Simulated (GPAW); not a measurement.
Crystal: CoO.

```
CELL_PARAMETERS angstrom
0.00000 2.13150 2.13150
2.13150 0.00000 2.13150
2.13150 2.13150 0.00000
ATOMIC_POSITIONS crystal
Co 0.00000 0.00000 0.00000
O 0.50000 0.50000 0.50000
```

```yaml
Program: GPAW 26.7.0
Task: relaxation of cell and atoms
Functional: PBE
Dispersion: D4
Potentials_or_basis: GPAW PAW data sets (gpaw-data 1.2.1)
Cutoff: 800 eV
Basis: pw
k_mesh: 11 × 11 × 11
Occupations: fermi-dirac, width 0.05 eV
Spin: collinear spin, ferromagnetic start
Starting_moments: "[2.0, 0.0] μB"
```

At the start: pressure -4.5 GPa; volume 9.68 Å³/atom.

**Question.** Where does the relaxation end?

**Answer.** Over 3 steps the energy falls by 3.1 meV/atom and the volume is 9.42 Å³/atom (-2.7 %); space group Fm-3m (No. 225, to 0.05 Å); moment 2.87 μB per cell.

Step by step:
```csv
step,energy change (eV),largest force (eV/Å),pressure (GPa),volume (Å³)
1,0.0000,0.0000,-4.54,19.37
2,-0.0026,0.0000,-3.58,19.25
3,-0.0063,0.0000,0.08,18.85
```

Final structure:
```cif
data_structure
_symmetry_space_group_name_H-M 'P 1'
_symmetry_Int_Tables_number 1
_cell_length_a 2.9872
_cell_length_b 2.9872
_cell_length_c 2.9872
_cell_angle_alpha 59.998
_cell_angle_beta 59.998
_cell_angle_gamma 59.998
_cell_volume 18.85
loop_
_atom_site_label
_atom_site_type_symbol
_atom_site_fract_x
_atom_site_fract_y
_atom_site_fract_z
_atom_site_occupancy
Co1 Co 0.00000 0.00000 0.00000 1
O1 O 0.50000 0.50000 0.50000 1
```

Caveat: each step starts from the last one's moments, so a moment once lost doesn't come back; later steps reuse the first step's grids; a cell with one magnetic atom can't hold antiferromagnetic order, which such compounds often take; pairwise dispersion overbinds metals, which lowers pressure and volume.
